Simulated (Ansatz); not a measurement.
A (111) slab of Al (Fm-3m (No. 225)), 5 planes, outer planes Al (top) and Al (bottom), with 5 atoms (Al5) in a surface cell of A = 7.070 Å², as cut from the bulk:

```xyz
5
Lattice="2.8572 0.0000 0.0000 -1.4286 2.4744 0.0000 0.0000 0.0000 24.3314" Properties=species:S:1:pos:R:3 pbc="T T T"
Al    1.4286    0.8248    7.5000
Al    0.0000    1.6496    9.8329
Al    0.0000    0.0000   12.1657
Al    1.4286    0.8248   14.4986
Al    0.0000    1.6496   16.8314
```

Computed with DFT PBE, scalar-relativistic, plane waves, PAW in Ansatz 0.2.0. Plane waves to 420 eV, a k mesh through Γ of 12×12×1 on the computed 5-atom cell and Gaussian smearing (0.10 eV); no spin polarisation.

Against the same 5 atoms in the bulk, the slab as cut lies 0.747 eV higher and the relaxed slab 0.743 eV higher.

Question: Work out the surface energy before and after relaxation.

Answer: The slab has two faces, so γ = (E_slab − N·E_bulk)/(2A), the mean of both. As cut: 0.747/(2 × 7.070) = 0.0528 eV/Å², and 1 eV/Å² = 16.02 J/m², so γ = 0.85 J/m². Relaxed: 0.743/(2 × 7.070) = 0.0525 eV/Å² = 0.84 J/m². Relaxation recovers 0.5 % of the cost of cutting.

Question: A cut through this plane breaks about 3 nearest-neighbour bonds a surface cell. What does each broken bond cost, before relaxation?

Answer: One cut makes two faces and costs 2γA = 0.747 eV, shared by 3 bonds: 0.25 eV a bond. In a metal this is less than the cohesive energy a bond, since the bonds that remain at the surface strengthen.

Question: What is the ideal work of this cut, per area?

Answer: Griffith's ideal work is 2γ: 1.69 J/m² if the new faces stay rigid, 1.68 J/m² if they relax. One thickness was run, 5 planes, so γ can still shift with it.